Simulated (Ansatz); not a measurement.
Space group C2/m (No. 12). a = 6.120 Å, b = 3.577 Å, c = 4.541 Å, α = 90.00°, β = 124.00°, γ = 90.00°
| atom | site | symmetry | x | y | z |
| --- | --- | --- | --- | --- | --- |
| O | 4i | m | 0.5205 | 0.5000 | 0.1476 |

Equation of state of this O structure (not necessarily the ground state), with shape and atoms relaxed at each volume where symmetry leaves them free. Level of theory: Ansatz 0.2.0, DFT PBE+D3(BJ), scalar-relativistic, plane waves, PAW.

Settings: cutoff 420 eV, Γ-centred mesh 10×10×8 on the computed 2-atom cell, Gaussian smearing of 0.02 eV; collinear spin.

```csv
V (Å³/atom),E − E(largest V) (meV/atom),P (GPa),gap on mesh (eV)
18.132,2.36,0.54,1.37
18.751,0.75,0.36,1.43
19.369,-0.23,0.23,1.48
19.987,-0.91,0.12,1.54
20.605,-1.33,0.03,1.58
21.223,-1.19,-0.05,1.63
21.841,-0.78,-0.10,1.67
22.666,0.00,-0.15,1.72
```

**Question.** Fit a third-order Birch–Murnaghan equation to E(V).

**Answer.** V0 = 20.82 Å³/atom, B0 = 3 GPa, B0' = 2.8.

Cost: 8 runs of about 12 core-minutes in all, on Arm Neoverse V1 (shared hosts).